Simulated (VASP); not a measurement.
Here is a VASP 6.6.1 calculation.

Contents of POSCAR:

```
W
1.0
   -1.6007500000      1.6007500000      1.6007500000
    1.6007500000     -1.6007500000      1.6007500000
    1.6007500000      1.6007500000     -1.6007500000
W
1
Direct
    0.0000000000      0.0000000000      0.0000000000
```

The input INCAR.step1:

```
  PREC = Accurate
  ENCUT = 600
  EDIFF = 1E-8
  ISMEAR = 0
  SIGMA = 0.1
  LREAL = F
  LASPH = T
  NELM = 100
  ALGO = Normal
  ISIF = 3
  LWAVE = F
  LCHARG = F
  GGA = CA
  IBRION = 2
  NSW = 40
  EDIFFG = -0.002
```

INCAR.step2

```
  PREC = Accurate
  ENCUT = 600
  EDIFF = 1E-8
  ISMEAR = 0
  SIGMA = 0.1
  LREAL = F
  LASPH = T
  NELM = 100
  ALGO = Normal
  ISIF = 3
  LWAVE = F
  LCHARG = F
  GGA = CA
  IBRION = 6
  NFREE = 2
  POTIM = 0.015
  NSW = 1
```

Contents of KPOINTS:

```
Automatic mesh
0
Gamma
  8 8 8
```

Potentials or basis: VASP PAW LDA potentials, release 64 (W_sv).

Command:

```sh
$ cat potpaw_LDA.64/W_sv/POTCAR > POTCAR
$ cp INCAR.step1 INCAR
$ mpirun -np 1 vasp_std > vasp.out
$ cp CONTCAR POSCAR
$ cp INCAR.step2 INCAR
$ mpirun -np 1 vasp_std > vasp.out
```

(1) What does it give for the elastic constants C11, C12, C44?

(2) What does it give for the Voigt bulk modulus?

(3) Predict the relaxed cell.

(4) Estimate the relaxed volume.

## Answers

(1) 642, 191, 173 GPa.

(2) 342 GPa.

(3) a = 2.723 Å, b = 2.723 Å, c = 2.723 Å, α = 109.47°, β = 109.47°, γ = 109.47°.

(4) 15.54 Å³/atom.
